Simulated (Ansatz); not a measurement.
**Silicon, diamond under r²SCAN: convergence with the Methfessel-Paxton smearing**

A convergence test of the Methfessel-Paxton smearing width. The geometry was relaxed under r²SCAN beforehand and stays fixed; 7 values are run, from 0.01 to 1.0 eV. Wanted are the values from which on the energy stays within 10 and 1 meV/atom, and the pressure within 0.5 GPa, of the narrowest run. Within the series other settings stay, but some runs also write fields, which adds to their time. Spin polarisation is left out.

Method: DFT r²SCAN, plane waves with PAW, scalar-relativistic, in Ansatz 0.2.0.

1 further run of the same task is left out (set aside as unsound or not needed).

**1. The structure to begin with**

It takes space group Fd-3m (No. 227, cubic). Conventional cell: a = 5.445 Å, b = 5.445 Å, c = 5.445 Å, α = 90.00°, β = 90.00°, γ = 90.00°. Si (site symmetry -43m) has 4 Si at 2.36 Å as nearest neighbours.

As a file:

```
CELL_PARAMETERS angstrom
0.00000 2.72273 2.72273
2.72273 0.00000 2.72273
2.72273 2.72273 0.00000
ATOMIC_POSITIONS crystal
Si 0.50000 0.50000 0.50000
Si 0.75000 0.75000 0.75000
```

**2. Width 0.01 eV**

The run at 0.01 eV.

Input file input.yaml:

```yaml
crystal:
  lattice:
    - [0.0, 2.722727738, 2.722727738]
    - [2.722727738, 0.0, 2.722727738]
    - [2.722727738, 2.722727738, 0.0]
  atoms:
    - { symbol: Si, position: [0.5, 0.5, 0.5] }
    - { symbol: Si, position: [0.75, 0.75, 0.75] }
hamiltonian:
  xc: r2scan
  pseudopotentials:
    kind: paw
    azcp:
      Si: "pseudopotentials/Si.paw.azcp"
basis:
  ecutwfc: 500
  fft_grid_basis: typed
kpoints:
  mp_grid: { grid: [10, 10, 10], shift: [0, 0, 0] }
magnetization:
  spin_polarized: false
scf:
  occupations: { method: methfessel_paxton, width: 0.01 }
  lower_state_search: "off"
output:
  stress: true
```

Started as:

```bash
ansatz run input.yaml --threads 2 --pin off --max-ram 5120MiB --backend cpu --events-out ev --progress --plain --runs-dir out
```

**3. Width 0.03 eV**

The run at 0.03 eV.

Edit input.yaml of step 2 so:

```diff
@@ -22,3 +22,3 @@
 scf:
-  occupations: { method: methfessel_paxton, width: 0.01 }
+  occupations: { method: methfessel_paxton, width: 0.03 }
   lower_state_search: "off"
```

**4. Width 0.1 eV**

The run at 0.1 eV.

Edit input.yaml of step 3 so:

```diff
@@ -22,3 +22,3 @@
 scf:
-  occupations: { method: methfessel_paxton, width: 0.03 }
+  occupations: { method: methfessel_paxton, width: 0.1 }
   lower_state_search: "off"
```

**5. Width 0.2 eV**

The run at 0.2 eV.

Edit input.yaml of step 4 so:

```diff
@@ -22,3 +22,3 @@
 scf:
-  occupations: { method: methfessel_paxton, width: 0.1 }
+  occupations: { method: methfessel_paxton, width: 0.2 }
   lower_state_search: "off"
@@ -26 +26,5 @@
   stress: true
+  write_density: true
+  write_potential: true
+  elf: true
+  volumetric_format: npy
```

**6. Width 0.3 eV**

The run at 0.3 eV.

Edit input.yaml of step 5 so:

```diff
@@ -22,3 +22,3 @@
 scf:
-  occupations: { method: methfessel_paxton, width: 0.2 }
+  occupations: { method: methfessel_paxton, width: 0.3 }
   lower_state_search: "off"
@@ -26,5 +26 @@
   stress: true
-  write_density: true
-  write_potential: true
-  elf: true
-  volumetric_format: npy
```

**7. Width 0.6 eV**

The run at 0.6 eV.

Edit input.yaml of step 6 so:

```diff
@@ -22,3 +22,3 @@
 scf:
-  occupations: { method: methfessel_paxton, width: 0.3 }
+  occupations: { method: methfessel_paxton, width: 0.6 }
   lower_state_search: "off"
```

**8. Width 1.0 eV**

The run at 1.0 eV.

Edit input.yaml of step 7 so:

```diff
@@ -22,3 +22,3 @@
 scf:
-  occupations: { method: methfessel_paxton, width: 0.6 }
+  occupations: { method: methfessel_paxton, width: 1.0 }
   lower_state_search: "off"
```

(Steps that only read results are left out.)

Q: Predict the outcome of this session.

The runs gave:

| quantity | value |
| --- | --- |
| E(σ → 0) stays within 10 meV/atom of 0.01 eV | up to 1.0 eV |
| E(σ → 0) stays within 1 meV/atom | up to 0.6 eV |
| pressure stays within 0.5 GPa | up to 1.0 eV |
| pressure at 0.01 eV | -0.07 GPa |

The far end, 1.0 eV, lies +1.2 meV/atom and -0.1 GPa from the yardstick. The free energy F moves by +11.4 meV/atom over the range, and the estimate for σ → 0 by +1.2. While the width stays far under the gap, it changes nothing.
